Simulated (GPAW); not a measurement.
Wanted: a Python script for a GPAW 26.7.0 run.

- Task: single point
- Functional: LDA
- Potentials or basis: the program's PAW data sets (release 1.2.1) made for this functional
- Basis: fd
- Grid spacing: 0.18 Å
- k mesh: 12 × 12 × 12
- Occupations: fermi-dirac, width 0.05 eV
- Spin: no spin polarisation
- Maxiter: 150

The structure of Pt lies in Pt.xyz:

```xyz
1
Lattice="0.0000000000 2.0544144448 2.0544144448 2.0544144448 0.0000000000 2.0544144448 2.0544144448 2.0544144448 0.0000000000" Properties=species:S:1:pos:R:3 pbc="T T T"
Pt     0.0000000000      0.0000000000      0.0000000000
```

The cell isn't the ideal one: volume scaled by 1.15.

The input as run:

run.py

```python
from ase.io import read
from gpaw.dft import DFT

atoms = read('Pt.xyz')

dft = DFT(atoms,
          mode='fd',
          h=0.18,
          xc='LDA',
          kpts={'size': (12, 12, 12), 'gamma': True},
          occupations={'name': 'fermi-dirac', 'width': 0.05},
          nbands=17,
          convergence={'density': 1e-05, 'energy': 1e-05},
          maxiter=150,
          txt='gpaw.txt')
print(f'Energy: {dft.calculate_energy():.6f} eV')
print('Forces (eV/A):')
print(dft.calculate_forces().round(4))
dft.write_gpw_file('gs.gpw')
```

Potentials or basis: the program's PAW data sets (release 1.2.1) made for this functional, fd.

Command:

```sh
$ OMP_NUM_THREADS=1 python run.py
```

It gave:

```
Band gap on the k mesh : none (metal or under the smearing width)
```

Caveat: the real-space grid adds noise to forces.

It took 26 s on 1 thread of Arm Neoverse V1 (shared host), peak memory 0.21 GiB.
